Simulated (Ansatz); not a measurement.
Al:

```
Al
1.0
     2.72176    0.00000    0.00000
     0.00000    2.72176    0.00000
     0.00000    0.00000    2.72176
Al
1
Direct
  0.00000 0.00000 0.00000
```

The cell was built by a generator and needn't be a form met in nature.

```yaml
Program: Ansatz 0.2.0
Task: relaxation of cell and atoms
Functional: HF
Potentials_or_basis: Ansatz PAW
Cutoff: "420 eV (not typed: the program's choice for these potentials)"
k_mesh: 5 × 5 × 5
Occupations: fermi-dirac, width 0.05 eV
Spin: no spin polarisation
```

At the start: volume 20.16 Å³/atom.

Task: Where does the relaxation end?

Result: It ends after 6 steps and the volume is 21.79 Å³/atom (+8.1 %); space group Pm-3m (No. 221, to 0.05 Å).

The path:
```
step  energy change (eV)  largest force (eV/Å)  volume (Å³)
   1              0.0000                0.0000        20.16
   2             -0.0203                0.0000        21.73
   3             -0.0203                0.0000        21.77
   4             -0.0209                0.0000        21.77
   5             -0.0209                0.0000        21.79
   6             -0.0209                0.0000        21.79
```

Final structure:
```
CELL_PARAMETERS angstrom
2.79330 0.00000 0.00000
0.00000 2.79330 0.00000
0.00000 0.00000 2.79330
ATOMIC_POSITIONS crystal
Al 0.00000 0.00000 0.00000
```

Caveat: the k mesh is coarse (spacing up to 0.46 Å⁻¹), so the values aren't converged, least of all with exact exchange; the plane-wave basis is chosen anew once the cell has moved, so the energies of steps on either side of that aren't comparable; the PAW data sets come from PBE, with cores solved anew for the run's functional, which leaves a small shift of forces and pressure.
